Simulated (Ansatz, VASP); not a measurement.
## Two plane-wave programs on PbSe

Contents of INCAR:

```
SYSTEM = PbSe
PREC     = Accurate       ! precision mode
ENCUT    = 520            ! plane-wave cutoff, eV
EDIFF    = 1E-6           ! SCF threshold, eV
ISMEAR   = -1             ! smearing method
SIGMA    = 0.02           ! smearing width, eV
LREAL    = .False.        ! projectors in reciprocal space
LASPH    = .True.         ! aspherical terms in the spheres
NELM     = 80             ! most SCF steps
ALGO     = Normal         ! electronic algorithm
ISIF     = 2              ! what is computed and relaxed
LWAVE    = .False.        ! write WAVECAR
LCHARG   = .False.        ! write CHGCAR
GGA      = PE             ! functional
NBANDS   = 17             ! bands
```

File KPOINTS:

```
regular mesh
0
Gamma
  8 8 8
  0 0 0
```

The input POSCAR:

```
PbSe
1.0
    0.0000000000      3.0887022180      3.0887022180
    3.0887022180      0.0000000000      3.0887022180
    3.0887022180      3.0887022180      0.0000000000
Pb Se
1 1
Direct
    0.0000000000      0.0000000000      0.0000000000
    0.5000000000      0.5000000000      0.5000000000
```

Input for Ansatz:

```yaml
crystal:
  lattice:
    - [0.0, 3.088702218, 3.088702218]
    - [3.088702218, 0.0, 3.088702218]
    - [3.088702218, 3.088702218, 0.0]
  atoms:
    - { symbol: Pb, position: [0.0, 0.0, 0.0] }
    - { symbol: Se, position: [0.5, 0.5, 0.5] }
kpoints:
  mp_grid: { grid: [8, 8, 8] }
  band_path:
    path:
      - [0.0, 0.0, 0.0]
      - [0.5, 0.0, 0.5]
      - [0.625, 0.25, 0.625]
      - [0.375, 0.375, 0.75]
      - [0.5, 0.5, 0.5]
      - [0.5, 0.25, 0.75]
      - [0.0, 0.0, 0.5]
    npoints: 1
hamiltonian:
  xc: pbe
scf:
  occupations: { method: fermi_dirac, width: 0.02 }
  n_extra_bands: 4
output:
  forces: true
  stress: true
  eigenvalues: true
  write_density: true
  write_potential: true
  elf: true
  volumetric_format: npy
```

The cell was built by a generator and needn't be a form met in nature.

Alike in both runs: task single point; functional PBE; k mesh 8 × 8 × 8; occupations fermi-dirac, width 0.02 eV; no spin polarisation.

|  | VASP | Ansatz |
| --- | --- | --- |
| version | VASP 6.6.1 | Ansatz 0.2.0 |
| potentials or method | VASP PAW PBE potentials, release 64 (Pb_d, Se) | plane waves, PAW |
| plane-wave cutoff (eV) | 520 | 420 |
| valence electrons in the cell | 20 | 30 |

```csv
,VASP,Ansatz,Ansatz less VASP
pressure (GPa),0.9,0.9,+0.02
```

The functional is the same, so the differences come from potentials, cutoffs and numerics. The two sets of potentials don't hold the same shells in valence.

Caveats: spin-orbit coupling is left out, which as a rule narrows the gap of such compounds by several tenths of an eV.
